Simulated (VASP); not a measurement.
A run of VASP 6.6.1 is set up as follows.

The input POSCAR:

```
CaSe
1.0
    0.0000000000      2.9560000000      2.9560000000
    2.9560000000      0.0000000000      2.9560000000
    2.9560000000      2.9560000000      0.0000000000
Ca Se
1 1
Direct
    0.0000000000      0.0000000000      0.0000000000
    0.5000000000      0.5000000000      0.5000000000
```

INCAR.step1

```
SYSTEM = CaSe
PREC = Accurate
ENCUT = 520
ISMEAR = -1
SIGMA = 0.01
LREAL = .False.
LASPH = .True.
NELM = 80
NBANDS = 15
GGA = PE
ALGO = Normal
EDIFF = 1E-4
LWAVE = .True.
LCHARG = .False.
```

INCAR.step2

```
SYSTEM = CaSe
PREC = Accurate
ENCUT = 520
EDIFF = 1E-8
ISMEAR = -1
SIGMA = 0.01
LREAL = .False.
LASPH = .True.
NELM = 80
ALGO = Normal
ISIF = 2
LWAVE = .False.
LCHARG = .False.
METAGGA = R2SCAN
LMIXTAU = .True.
LEFG = .True.
NBANDS = 15
ISTART = 1
```

Contents of KPOINTS:

```
regular mesh
0
Gamma
  7 7 7
  0 0 0
```

Potentials or basis: VASP PAW PBE potentials, release 64 (Ca_sv, Se).

Run with:

```console
$ cat potpaw_PBE.64/Ca_sv/POTCAR potpaw_PBE.64/Se/POTCAR > POTCAR
$ cp INCAR.step1 INCAR
$ mpirun -np 1 vasp_std > vasp.out
$ cp INCAR.step2 INCAR
$ mpirun -np 1 vasp_std > vasp.out
```

(1) What does it give for the pressure?

(2) What does it give for the band gap on the k mesh?

Results:

(1) 0.9 GPa.

(2) 2.55 eV, indirect (least direct gap 3.48 eV).

Caveat: without QUAD_EFG the Cq values of the log hold for a quadrupole moment of 1 mb, not for the nuclei; the PAW data sets were made with another functional, which shifts forces and pressure a little.

**Experimental background.**

A printed reference work, monograph, original work of 1988 reports, for a bulk crystal of CaSe at 2 K: band gap 3.85 eV (indirect).

Against the measured gap of CaSe, 3.85 eV (indirect; 2 K; a printed reference work, monograph, original work of 1988), the calculated 2.55 eV is off by -1.30 eV. Spin-orbit coupling on Se is left out. The value is that of r2SCAN on a finite k mesh, which can miss the band edges, without temperature or zero-point motion.
